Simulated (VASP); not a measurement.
Ti: optical spectrum with TB-mBJ

Crystal: Ti.

```
Ti
1.0
     2.95000    0.00000    0.00000
    -1.47500    2.55477    0.00000
     0.00000    0.00000    4.68000
Ti
2
Direct
  0.66667 0.33333 0.75000
  0.33333 0.66667 0.25000
```

```json
{"Program": "VASP 6.6.1", "Task": "optical spectrum", "Functional": "TB-mBJ", "Potentials or basis": "VASP PAW PBE potentials, release 64 (Ti_sv)", "Cutoff": "520 eV", "k mesh": "10 × 10 × 6", "Occupations": "methfessel-paxton, width 0.1 eV", "Spin": "no spin polarisation", "Further INCAR settings": "ALGO = Normal; EDIFF = 1e-06; NBANDS = 36"}
```

The band gap on the k mesh is none (metal or under the smearing width).

Levels at points of the mesh, in eV from the Fermi level:
| k point | band 8 | band 9 | band 10 | band 11 | band 12 | band 13 | band 14 | band 15 | band 16 | band 17 |
| --- | --- | --- | --- | --- | --- | --- | --- | --- | --- | --- |
| (0.00, 0.00, 0.00) | -32.86 | -5.65 | -2.54 | 0.69 | 0.69 | 0.73 | 1.01 | 1.15 | 1.15 | 1.54 |
| (0.50, 0.00, 0.00) | -32.93 | -2.14 | -2.09 | -1.79 | -0.45 | 0.45 | 0.64 | 1.10 | 3.11 | 3.32 |
| (0.00, 0.00, 0.50) | -32.91 | -3.89 | -3.89 | 0.02 | 0.02 | 0.60 | 0.60 | 0.60 | 0.60 | 2.63 |
| (0.50, 0.00, 0.50) | -33.01 | -2.37 | -2.37 | -0.84 | -0.84 | 1.46 | 1.46 | 1.64 | 1.64 | 3.24 |

Dielectric function (mean over the directions given):
| energy (eV) | real part | imaginary part |
| --- | --- | --- |
| 0.33 | 63.46 | 59.86 |
| 0.76 | 31.70 | 50.82 |
| 1.31 | 14.81 | 42.66 |
| 1.75 | 0.92 | 44.28 |
| 2.29 | -7.19 | 25.32 |
| 2.84 | -3.33 | 15.25 |
| 3.28 | -3.29 | 14.12 |
| 3.82 | -10.94 | 15.42 |
| 4.26 | -9.55 | 7.74 |
| 4.80 | -6.11 | 2.84 |
| 5.35 | -3.03 | 2.66 |
| 5.79 | -1.33 | 6.66 |
| 6.33 | -3.56 | 5.35 |
| 6.77 | -3.11 | 2.90 |
| 7.32 | -2.78 | 1.15 |
| 7.86 | -1.18 | 0.52 |
| 8.30 | -0.94 | 2.19 |
| 8.85 | 0.13 | 0.17 |
| 9.39 | 1.27 | 1.22 |
| 9.83 | -0.01 | 1.74 |
| 10.37 | -0.32 | 1.55 |
| 10.81 | -0.64 | 2.85 |
| 11.36 | -0.88 | 1.21 |
| 11.90 | -0.65 | 2.00 |
| 12.34 | -0.81 | 1.08 |
| 12.89 | -0.25 | 1.13 |
| 13.32 | -0.45 | 0.55 |
| 13.87 | -0.23 | 1.08 |
| 14.41 | -0.07 | 1.16 |
| 14.85 | -0.24 | 0.32 |
| 15.40 | 0.04 | 0.71 |
| 15.94 | -0.07 | 0.59 |
| 16.38 | 0.14 | 0.30 |
| 16.93 | 0.14 | 0.24 |
| 17.36 | 0.35 | 0.19 |
| 17.91 | 0.15 | 0.65 |
| 18.45 | 0.30 | 0.25 |
| 18.89 | 0.44 | 0.19 |
| 19.44 | 0.53 | 0.32 |
| 19.98 | 0.49 | 0.30 |

Run time: 72 s on 1 thread of Intel(R) Xeon(R) 6975P-C (Granite Rapids), on a shared host, peak memory 0.24 GiB.

Caveat: spectra need much finer meshes, so this one isn't converged; independent-particle spectra lack excitons; the intraband (Drude) part of a metal's response may be missing.
